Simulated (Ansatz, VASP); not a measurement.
## TiB2: VASP beside Ansatz

Contents of INCAR:

```
  PREC = Accurate
  ENCUT = 520
  EDIFF = 1E-8
  ISMEAR = -1
  SIGMA = 0.03
  LREAL = False
  LASPH = True
  NELM = 100
  ALGO = Fast
  ISIF = 2
  LWAVE = False
  LCHARG = False
  GGA = PS
  LEFG = True
  NBANDS = 16
```

File KPOINTS:

```
Automatic mesh
0
Gamma
  12 12 10
```

POSCAR

```
TiB2
1.0
    3.0259273119      0.0000000000      0.0000000000
   -1.5129636559      2.6205299221      0.0000000000
    0.0000000000      0.0000000000      3.2287677100
Ti B
1 2
Direct
    0.0000000000      0.0000000000      0.0000000000
    0.3333333333      0.6666666667      0.5000000000
    0.6666666667      0.3333333333      0.5000000000
```

Input for Ansatz:

```yaml
crystal:
  lattice:
    - [3.0259273119, 0.0, 0.0]
    - [-1.5129636559, 2.6205299221, 0.0]
    - [0.0, 0.0, 3.22876771]
  atoms:
    - { symbol: Ti, position: [0.0, 0.0, 0.0] }
    - { symbol: B, position: [0.3333333333, 0.6666666667, 0.5] }
    - { symbol: B, position: [0.6666666667, 0.3333333333, 0.5] }
kpoints:
  mp_grid: { grid: [12, 12, 10] }
  band_path:
    path:
      - [0.0, 0.0, 0.0]
      - [0.5, 0.0, 0.0]
      - [0.3333333333, 0.3333333333, 0.0]
      - [0.0, 0.0, 0.0]
      - [0.0, 0.0, 0.5]
      - [0.5, 0.0, 0.5]
      - [0.3333333333, 0.3333333333, 0.5]
      - [0.0, 0.0, 0.5]
      - [0.5, 0.0, 0.5]
    npoints: 14
scf:
  occupations: { method: fermi_dirac, width: 0.03 }
hamiltonian:
  xc: pbesol
  pseudopotentials: { kind: paw }
output:
  forces: true
  stress: true
  eigenvalues: true
  efg: { contact_densities: true }
  populations: true
  bader: true
  dos: { projected: true, de: 0.2, e_range: [-14, 8] }
  write_density: true
  write_potential: true
  elf: true
  volumetric_format: npy
```

Alike in both runs: task electric field gradients; functional PBEsol; k mesh 12 × 12 × 10; occupations fermi-dirac, width 0.03 eV; no spin polarisation.

|  | VASP | Ansatz |
| --- | --- | --- |
| version | VASP 6.6.1 | Ansatz 0.2.0 |
| potentials or method | VASP PAW PBE potentials, release 64 (Ti_sv, B) | PAW with Ansatz's default frozen-core files, scalar-relativistic |
| plane-wave cutoff (eV) | 520 | 420 |
| valence electrons in the cell | 18 | 18 |

```csv
,VASP,Ansatz,Ansatz less VASP
pressure (GPa),-4.2,-4.6,-0.35
largest component of the traceless stress (GPa),2.23,2.16,-0.069
Vzz of the field gradient on the site that differs most (V/Å²),18.3,20.2,+1.94
```

The functional is the same, so the differences come from potentials, cutoffs and numerics.

Caveats: the PAW data sets were made with another functional, which shifts forces and pressure a little (VASP).
